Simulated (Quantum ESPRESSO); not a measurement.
# Pr (Im-3m) in Quantum ESPRESSO: a series of runs

Runs on Pr. Level: PBEsol. Tasks: single point, equation of state.

Program: Quantum ESPRESSO 7.5. These are calculated values, not measurements. Logs are shortened: lines on timing, memory, paths and dates and some standing lists are left out, and cuts for length are marked.

### Step 1. The crystal as given

Symmetry: Im-3m, No. 229, cubic system. The conventional cell has a = 4.195 Å, b = 4.195 Å, c = 4.195 Å, α = 90.00°, β = 90.00°, γ = 90.00°. Pr (site symmetry m-3m) is surrounded by 8 Pr at 3.63 Å.

This isn't the form of Pr at room conditions, which is double hcp.

### Step 2. Single point, PBEsol, collinear spin, ferromagnetic start, 34.69 Å³/atom

File pw.in:

```
&CONTROL
  calculation = 'scf'
  prefix = 'pwscf'
  outdir = './tmp'
  pseudo_dir = './pseudo'
  tprnfor = .true.
  tstress = .true.
  disk_io = 'nowf'
/
&SYSTEM
  ibrav = 0
  nat = 1
  ntyp = 1
  ecutwfc = 55
  ecutrho = 440
  nbnd = 15
  input_dft = 'pbesol'
  occupations = 'smearing'
  smearing = 'fd'
  degauss = 0.00367493
  nspin = 2
  starting_magnetization(1) = 0.1538
/
&ELECTRONS
  conv_thr = 2d-10
  electron_maxstep = 120
  mixing_beta = 0.3
/
ATOMIC_SPECIES
Pr   140.9077 Pr.paw.z_13.atompaw.wentzcovitch.v1.2.upf
CELL_PARAMETERS angstrom
  -2.0545566272    2.0545566272    2.0545566272
   2.0545566272   -2.0545566272    2.0545566272
   2.0545566272    2.0545566272   -2.0545566272
ATOMIC_POSITIONS crystal
Pr     0.0000000000    0.0000000000    0.0000000000
K_POINTS automatic
9 9 9 0 0 0
```

Potentials or basis: SSSP 1.3 efficiency PBE.

Started as:

```sh
$ OMP_NUM_THREADS=1 pw.x -in pw.in > pw.out
```

pw.out:

```text
This program is part of the open-source Quantum ESPRESSO suite
     for quantum simulation of materials; please cite
         "P. Giannozzi et al., J. Phys.:Condens. Matter 21 395502 (2009);
         "P. Giannozzi et al., J. Phys.:Condens. Matter 29 465901 (2017);
         "P. Giannozzi et al., J. Chem. Phys. 152 154105 (2020);
     in publications or presentations arising from this work. More details at

     file Pr.paw.z_13.atompaw.wentzcovitch.v1.2.upf: wavefunction(s)  6S 0P 5D 0D 0F renormalized

     IMPORTANT: XC functional enforced from input :
     Exchange-correlation= PBESOL
                           (   1   4  10   8   0   0   0)
     Any further DFT definition will be discarded
     Please, verify this is what you really want

     Message from routine setup:
     using ibrav=0 with symmetry is DISCOURAGED, use correct ibrav instead

     G-vector sticks info
     --------------------
     sticks:   dense  smooth     PW     G-vecs:    dense   smooth      PW
     Sum        1489     739    229                36465    12887    2171

     Using Slab Decomposition

     bravais-lattice index     =            0
     lattice parameter (alat)  =       6.7248  a.u.
     unit-cell volume          =     234.1051 (a.u.)^3
     number of atoms/cell      =            1
     number of atomic types    =            1
     number of electrons       =        13.00
     number of Kohn-Sham states=           15
     kinetic-energy cutoff     =      55.0000  Ry
     charge density cutoff     =     440.0000  Ry
     scf convergence threshold =      2.0E-10
     mixing beta               =       0.3000
     number of iterations used =            8  plain     mixing
     Exchange-correlation= PBESOL
                           (   1   4  10   8   0   0   0)

     celldm(1)=   6.724773  celldm(2)=   0.000000  celldm(3)=   0.000000
     celldm(4)=   0.000000  celldm(5)=   0.000000  celldm(6)=   0.000000

     crystal axes: (cart. coord. in units of alat)
               a(1) = (  -0.577350   0.577350   0.577350 )
               a(2) = (   0.577350  -0.577350   0.577350 )
               a(3) = (   0.577350   0.577350  -0.577350 )

     reciprocal axes: (cart. coord. in units 2 pi/alat)
               b(1) = ( -0.000000  0.866025  0.866025 )
               b(2) = (  0.866025 -0.000000  0.866025 )
               b(3) = (  0.866025  0.866025  0.000000 )

     PseudoPot. # 1 for Pr read from file:
     Pr.paw.z_13.atompaw.wentzcovitch.v1.2.upf
     Pseudo is Projector augmented-wave + core cor, Zval = 13.0
     Generated using ATOMPAW code
     Shape of augmentation charge: BESSEL
     Using radial grid of 1103 points,  8 beta functions with:
                l(1) =   0
                l(2) =   0
                l(3) =   1
                l(4) =   1
                l(5) =   2
                l(6) =   2
                l(7) =   3
                l(8) =   3
     Q(r) pseudized with 0 coefficients

     atomic species   valence    mass     pseudopotential
     Pr               13.00   140.90770     Pr( 1.00)

     Starting magnetic structure
     atomic species   magnetization
     Pr              0.154

     48 Sym. Ops., with inversion, found

   Cartesian axes

     site n.     atom                  positions (alat units)
         1        Pr     tau(   1) = (   0.0000000   0.0000000   0.0000000  )

     number of k points=    35  Fermi-Dirac smearing, width (Ry)=  0.0037
                       cart. coord. in units 2pi/alat
        k(    1) = (   0.0000000   0.0000000   0.0000000), wk =   0.0013717
        k(    2) = (   0.0962250   0.0962250   0.0000000), wk =   0.0164609
        k(    3) = (   0.1924501   0.1924501   0.0000000), wk =   0.0164609
        k(    4) = (   0.2886751   0.2886751   0.0000000), wk =   0.0164609
        k(    5) = (   0.3849002   0.3849002   0.0000000), wk =   0.0164609
        k(    6) = (   0.1924501   0.0962250   0.0962250), wk =   0.0329218
[... 27 lines left out ...]
        k(   34) = (  -0.7698004  -0.0962250  -0.0962250), wk =   0.0109739
        k(   35) = (   0.0000000   0.0000000   0.7698004), wk =   0.0082305

     Dense  grid:    36465 G-vectors     FFT dimensions: (  45,  45,  45)

     Smooth grid:    12887 G-vectors     FFT dimensions: (  32,  32,  32)

     Generating pointlists ...
     new r_m :   0.4125 (alat units)  2.7740 (a.u.) for type    1

     Initial potential from superposition of free atoms

     starting charge      12.9926, renormalised to      13.0000
     Starting wfcs are   32 randomized atomic wfcs

     Self-consistent Calculation

     iteration #  1     ecut=    55.00 Ry     beta= 0.30
     Davidson diagonalization with overlap
     ethr =  1.00E-02,  avg # of iterations =  1.6

     Threshold (ethr) on eigenvalues was too large:
     Diagonalizing with lowered threshold

     Davidson diagonalization with overlap
     ethr =  2.56E-04,  avg # of iterations =  3.8

[... 47 lines left out ...]
     Davidson diagonalization with overlap
     ethr =  1.96E-12,  avg # of iterations =  3.8

     Magnetic moment per site  (integrated on atomic sphere of radius R)
     atom   1 (R=0.412)  charge= 11.3431  magn=  2.5962

     End of self-consistent calculation

 ------ SPIN UP ------------

          k = 0.0000 0.0000 0.0000 (  1601 PWs)   bands (ev):

   -24.7363  -6.0497  -6.0497  -6.0497   7.5900  11.2967  11.2967  11.2967
    11.7449  11.7449  11.7449  11.8385  12.8712  12.8712  12.8712

          k = 0.0962 0.0962 0.0000 (  1585 PWs)   bands (ev):

   -24.7166  -6.2147  -6.0984  -6.0514   7.9762  11.2472  11.2909  11.3029
    11.6764  11.6922  11.7272  11.7825  12.6790  12.8911  13.3895

          k = 0.1925 0.1925 0.0000 (  1605 PWs)   bands (ev):

   -24.6660  -6.6087  -6.2188  -6.0559   8.8701  11.1646  11.2693  11.3141
    11.5486  11.6091  11.7006  11.7772  12.2597  12.7845  14.6484

          k = 0.2887 0.2887 0.0000 (  1605 PWs)   bands (ev):

   -24.6076  -7.0227  -6.3509  -6.0611   9.4149  11.2215  11.3163  11.3368
    11.4824  11.6034  11.7035  11.7806  11.8820  12.9419  15.2128

          k = 0.3849 0.3849 0.0000 (  1615 PWs)   bands (ev):

   -24.5690  -7.2770  -6.4347  -6.0647   9.3861  11.1609  11.3116  11.4100
    11.4573  11.6956  11.6960  11.7235  11.7834  13.8326  15.3599

          k = 0.1925 0.0962 0.0962 (  1593 PWs)   bands (ev):

   -24.6814  -6.4853  -6.1562  -6.0899   8.6430  11.1649  11.2425  11.3423
    11.5759  11.6658  11.6786  11.7509  12.5184  12.6600  14.3246
[... 126 lines left out ...]
          k =-0.0000-0.0000 0.5774 (  1621 PWs)   bands (ev):

   -24.5067  -6.8894  -6.6911  -6.6911  10.1183  10.5386  11.3366  11.4343
    11.4576  11.4576  11.7298  11.7298  12.0205  14.5416  14.5416

          k = 0.0000-0.0962 0.6736 (  1615 PWs)   bands (ev):

   -24.4765  -6.9921  -6.7849  -6.7149   9.8823  10.1823  11.3139  11.4035
    11.4776  11.5325  11.7628  11.7870  11.8759  14.8326  14.9526

          k =-0.7698-0.0962-0.0962 (  1620 PWs)   bands (ev):

   -24.4624  -6.9298  -6.9298  -6.7290   9.8302   9.8302  11.3051  11.4195
    11.5097  11.5097  11.7949  11.8094  11.8094  14.8246  16.7113

          k = 0.0000 0.0000 0.7698 (  1630 PWs)   bands (ev):

   -24.4490  -6.9119  -6.8812  -6.8812   9.5437   9.6356  11.3034  11.4857
    11.4866  11.4866  11.7927  11.7927  11.8206  16.6182  16.6182

 ------ SPIN DOWN ----------

          k = 0.0000 0.0000 0.0000 (  1601 PWs)   bands (ev):

   -23.5685  -5.0519  -5.0519  -5.0519   8.4363  12.7755  12.7755  12.7755
    13.2221  13.2221  13.2221  13.6207  13.7779  13.7779  13.7779

          k = 0.0962 0.0962 0.0000 (  1585 PWs)   bands (ev):

   -23.5480  -5.2210  -5.1011  -5.0540   8.8255  12.6530  12.7206  12.7764
    13.1437  13.1561  13.2004  13.4576  13.6420  13.8753  14.4000

          k = 0.1925 0.1925 0.0000 (  1605 PWs)   bands (ev):

   -23.4954  -5.6241  -5.2229  -5.0595   9.7229  12.4190  12.5299  12.7746
    13.0499  13.0811  13.1746  13.4060  13.4164  13.8943  15.6383

          k = 0.2887 0.2887 0.0000 (  1605 PWs)   bands (ev):

   -23.4346  -6.0470  -5.3564  -5.0659  10.2517  12.2505  12.6451  12.7654
    13.0340  13.0529  13.1908  13.2708  13.4062  14.0102  15.9960

          k = 0.3849 0.3849 0.0000 (  1615 PWs)   bands (ev):

   -23.3944  -6.3065  -5.4410  -5.0703  10.1984  12.0572  12.7568  12.8292
    13.0465  13.1866  13.2230  13.2237  13.4031  14.7612  16.1324

          k = 0.1925 0.0962 0.0962 (  1593 PWs)   bands (ev):

   -23.5114  -5.4975  -5.1603  -5.0935   9.4967  12.4461  12.5611  12.8098
    13.0701  13.1273  13.1413  13.3585  13.6429  13.7628  15.3165
[... 126 lines left out ...]
          k =-0.0000-0.0000 0.5774 (  1621 PWs)   bands (ev):

   -23.3302  -5.9086  -5.7010  -5.7010  10.8853  11.2943  12.8263  12.8470
    12.8470  13.0285  13.2722  13.2722  13.4944  15.5214  15.5214

          k = 0.0000-0.0962 0.6736 (  1615 PWs)   bands (ev):

   -23.2990  -6.0095  -5.7959  -5.7261  10.6081  10.9149  12.7794  12.8688
    12.9473  13.0232  13.3149  13.3307  13.4019  15.8069  15.9241

          k =-0.7698-0.0962-0.0962 (  1620 PWs)   bands (ev):

   -23.2844  -5.9443  -5.9443  -5.7392  10.5433  10.5433  12.7924  12.9276
    12.9276  13.0200  13.3520  13.3534  13.3534  15.8068  17.6364

          k = 0.0000 0.0000 0.7698 (  1630 PWs)   bands (ev):

   -23.2706  -5.9255  -5.8934  -5.8934  10.2414  10.3347  12.9021  12.9054
    12.9054  13.0173  13.3492  13.3492  13.3717  17.5471  17.5471

     the Fermi energy is    11.4569 ev

!    total energy              =    -501.51600693 Ry
     total all-electron energy =      -501.516007 Ry
     estimated scf accuracy    <          1.8E-12 Ry
     smearing contrib. (-TS)   =      -0.00595237 Ry
     internal energy E=F+TS    =    -501.51005456 Ry

     The total energy is F=E-TS. E is the sum of the following terms:
     one-electron contribution =     -14.46965762 Ry
     hartree contribution      =      16.96276594 Ry
     xc contribution           =     -12.01886143 Ry
     ewald contribution        =     -79.20446081 Ry
     one-center paw contrib.   =    -412.77984064 Ry

     total magnetization       =     2.98 Bohr mag/cell
     absolute magnetization    =     2.98 Bohr mag/cell

     convergence has been achieved in  18 iterations

     Forces acting on atoms (cartesian axes, Ry/au):

     atom    1 type  1   force =     0.00000000    0.00000000    0.00000000

     Total force =     0.000000     Total SCF correction =     0.000000

     Computing stress (Cartesian axis) and pressure

          total   stress  (Ry/bohr**3)                   (kbar)     P=      -56.22
  -0.00038219  -0.00000000  -0.00000000          -56.22       -0.00       -0.00
  -0.00000000  -0.00038219  -0.00000000           -0.00      -56.22       -0.00
  -0.00000000  -0.00000000  -0.00038219           -0.00       -0.00      -56.22

=------------------------------------------------------------------------------=
   JOB DONE.
=------------------------------------------------------------------------------=
```

Wall time 2.7 min (1 thread of Arm Neoverse N1, shared host); peak memory 0.4 GiB.

What came out:

- Free energy: -6823.4729 eV
- Pressure: -5.6 GPa
- Band gap on the k mesh: none (metal or under the smearing width)
- Net moment: 2.98 μB per cell
- Absolute moment: 2.98 μB per cell
- Site moments: Pr +2.60 μB
- Valence electrons inside the program's atomic spheres: Pr 11.34

Caveat: the potentials were made for another functional, which shifts forces and pressure; the magnetic or orbital state may not be the lowest; spin-orbit coupling is left out, which moves the levels of the heavy elements.

### Step 3. Single point, PBEsol, collinear spin, ferromagnetic start, 35.43 Å³/atom

pw.in, as its differences from that of step 2:

```diff
@@ -31,5 +31,5 @@
 CELL_PARAMETERS angstrom
-  -2.0545566272    2.0545566272    2.0545566272
-   2.0545566272   -2.0545566272    2.0545566272
-   2.0545566272    2.0545566272   -2.0545566272
+  -2.0690258125    2.0690258125    2.0690258125
+   2.0690258125   -2.0690258125    2.0690258125
+   2.0690258125    2.0690258125   -2.0690258125
 ATOMIC_POSITIONS crystal
```

Potentials or basis: SSSP 1.3 efficiency PBE.

Started as:

```sh
$ OMP_NUM_THREADS=1 pw.x -in pw.in > pw.out
```

It took 2.6 min on 1 thread of Arm Neoverse N1, shared host; peak memory 0.41 GiB.

The run converged. Its results:

```
Free energy                                           : -6823.4466 eV
Pressure                                              : -5.8 GPa
Band gap on the k mesh                                : none (metal or under the smearing width)
Net moment                                            : 2.99 μB per cell
Absolute moment                                       : 2.99 μB per cell
Site moments                                          : Pr +2.61 μB
Valence electrons inside the program's atomic spheres : Pr 11.36
```

Caveat: the potentials were made for another functional, which shifts forces and pressure; the magnetic or orbital state may not be the lowest; spin-orbit coupling is left out, which moves the levels of the heavy elements.

### Step 4. Single point, PBEsol, collinear spin, ferromagnetic start, 36.17 Å³/atom

pw.in, as its differences from that of step 3:

```diff
@@ -31,5 +31,5 @@
 CELL_PARAMETERS angstrom
-  -2.0690258125    2.0690258125    2.0690258125
-   2.0690258125   -2.0690258125    2.0690258125
-   2.0690258125    2.0690258125   -2.0690258125
+  -2.0832954070    2.0832954070    2.0832954070
+   2.0832954070   -2.0832954070    2.0832954070
+   2.0832954070    2.0832954070   -2.0832954070
 ATOMIC_POSITIONS crystal
```

Started as:

```sh
$ OMP_NUM_THREADS=1 pw.x -in pw.in > pw.out
```

Run time: 3.8 min. Hardware: 1 thread of Arm Neoverse N1, shared host; peak memory 0.42 GiB.

Results (log left out):

```
Free energy                                           : -6823.4195 eV
Pressure                                              : -6.0 GPa
Band gap on the k mesh                                : none (metal or under the smearing width)
Net moment                                            : 3.00 μB per cell
Absolute moment                                       : 3.00 μB per cell
Site moments                                          : Pr +2.62 μB
Valence electrons inside the program's atomic spheres : Pr 11.37
```

Caveat: the potentials were made for another functional, which shifts forces and pressure; the magnetic or orbital state may not be the lowest; spin-orbit coupling is left out, which moves the levels of the heavy elements.

### Step 5. Single point, PBEsol, collinear spin, ferromagnetic start, 36.91 Å³/atom

pw.in, as its differences from that of step 4:

```diff
@@ -31,5 +31,5 @@
 CELL_PARAMETERS angstrom
-  -2.0832954070    2.0832954070    2.0832954070
-   2.0832954070   -2.0832954070    2.0832954070
-   2.0832954070    2.0832954070   -2.0832954070
+  -2.0973721543    2.0973721543    2.0973721543
+   2.0973721543   -2.0973721543    2.0973721543
+   2.0973721543    2.0973721543   -2.0973721543
 ATOMIC_POSITIONS crystal
```

Started as:

```sh
$ OMP_NUM_THREADS=1 pw.x -in pw.in > pw.out
```

It took 3.9 min on 1 thread of Arm Neoverse N1, shared host; peak memory 0.43 GiB.

It converged, with:

* Free energy: -6823.3917 eV
* Pressure: -6.1 GPa
* Band gap on the k mesh: none (metal or under the smearing width)
* Net moment: 3.01 μB per cell
* Absolute moment: 3.01 μB per cell
* Site moments: Pr +2.63 μB
* Valence electrons inside the program's atomic spheres: Pr 11.39

Caveat: the potentials were made for another functional, which shifts forces and pressure; the magnetic or orbital state may not be the lowest; spin-orbit coupling is left out, which moves the levels of the heavy elements.

### Step 6. Single point, PBEsol, collinear spin, ferromagnetic start, 37.64 Å³/atom

pw.in, as its differences from that of step 5:

```diff
@@ -31,5 +31,5 @@
 CELL_PARAMETERS angstrom
-  -2.0973721543    2.0973721543    2.0973721543
-   2.0973721543   -2.0973721543    2.0973721543
-   2.0973721543    2.0973721543   -2.0973721543
+  -2.1112624409    2.1112624409    2.1112624409
+   2.1112624409   -2.1112624409    2.1112624409
+   2.1112624409    2.1112624409   -2.1112624409
 ATOMIC_POSITIONS crystal
```

Potentials or basis: SSSP 1.3 efficiency PBE.

Started as:

```sh
$ OMP_NUM_THREADS=1 pw.x -in pw.in > pw.out
```

Wall time 3.7 min (1 thread of Arm Neoverse N1, shared host); peak memory 0.43 GiB.

Results (log left out):

```yaml
Free_energy: -6823.3632 eV
Pressure: -6.2 GPa
Band_gap_on_the_k_mesh: none (metal or under the smearing width)
Net_moment: 3.02 μB per cell
Absolute_moment: 3.02 μB per cell
Site_moments: Pr +2.64 μB
Valence_electrons_inside_the_program's_atomic_spheres: Pr 11.40
```

Caveat: the potentials were made for another functional, which shifts forces and pressure; the magnetic or orbital state may not be the lowest; spin-orbit coupling is left out, which moves the levels of the heavy elements.

### Step 7. Single point, PBEsol, collinear spin, ferromagnetic start, 38.38 Å³/atom

pw.in, as its differences from that of step 6:

```diff
@@ -31,5 +31,5 @@
 CELL_PARAMETERS angstrom
-  -2.1112624409    2.1112624409    2.1112624409
-   2.1112624409   -2.1112624409    2.1112624409
-   2.1112624409    2.1112624409   -2.1112624409
+  -2.1249723214    2.1249723214    2.1249723214
+   2.1249723214   -2.1249723214    2.1249723214
+   2.1249723214    2.1249723214   -2.1249723214
 ATOMIC_POSITIONS crystal
```

Started as:

```sh
$ OMP_NUM_THREADS=1 pw.x -in pw.in > pw.out
```

It took 3.2 min on 1 thread of Arm Neoverse N1, shared host; peak memory 0.44 GiB.

Results (log left out):

```yaml
Free_energy: -6823.3341 eV
Pressure: -6.4 GPa
Band_gap_on_the_k_mesh: none (metal or under the smearing width)
Net_moment: 3.02 μB per cell
Absolute_moment: 3.02 μB per cell
Site_moments: Pr +2.64 μB
Valence_electrons_inside_the_program's_atomic_spheres: Pr 11.42
```

Caveat: the potentials were made for another functional, which shifts forces and pressure; the magnetic or orbital state may not be the lowest; spin-orbit coupling is left out, which moves the levels of the heavy elements.

### Step 8. Single point, PBEsol, collinear spin, ferromagnetic start, 39.12 Å³/atom

pw.in, as its differences from that of step 7:

```diff
@@ -31,5 +31,5 @@
 CELL_PARAMETERS angstrom
-  -2.1249723214    2.1249723214    2.1249723214
-   2.1249723214   -2.1249723214    2.1249723214
-   2.1249723214    2.1249723214   -2.1249723214
+  -2.1385075419    2.1385075419    2.1385075419
+   2.1385075419   -2.1385075419    2.1385075419
+   2.1385075419    2.1385075419   -2.1385075419
 ATOMIC_POSITIONS crystal
```

Started as:

```sh
$ OMP_NUM_THREADS=1 pw.x -in pw.in > pw.out
```

Wall time 3.5 min (1 thread of Arm Neoverse N1, shared host); peak memory 0.46 GiB.

It converged, with:

| Property | Result |
| --- | --- |
| Free energy | -6823.3046 eV |
| Pressure | -6.5 GPa |
| Band gap on the k mesh | none (metal or under the smearing width) |
| Net moment | 3.03 μB per cell |
| Absolute moment | 3.03 μB per cell |
| Site moments | Pr +2.65 μB |
| Valence electrons inside the program's atomic spheres | Pr 11.43 |

Caveat: the potentials were made for another functional, which shifts forces and pressure; the magnetic or orbital state may not be the lowest; spin-orbit coupling is left out, which moves the levels of the heavy elements.

### Step 9. Equation of state, PBEsol, collinear spin, ferromagnetic start

Potentials or basis: SSSP 1.3 efficiency PBE.

No new run: the results of the series are fitted here.

Results:

| Property | Result |
| --- | --- |
| Equilibrium volume | outside the volumes run |

Energy against volume, from the lowest point:
```csv
volume (Å³/atom),energy (meV/atom)
34.691,0.00
35.429,26.30
36.167,53.40
36.905,81.23
37.643,109.70
38.381,138.75
39.119,168.32
```

Caveat: the potentials were made for another functional, which shifts forces and pressure; the magnetic or orbital state may not be the lowest; spin-orbit coupling is left out, which moves the levels of the heavy elements. The state reached can hang on the start; a lower one may exist.
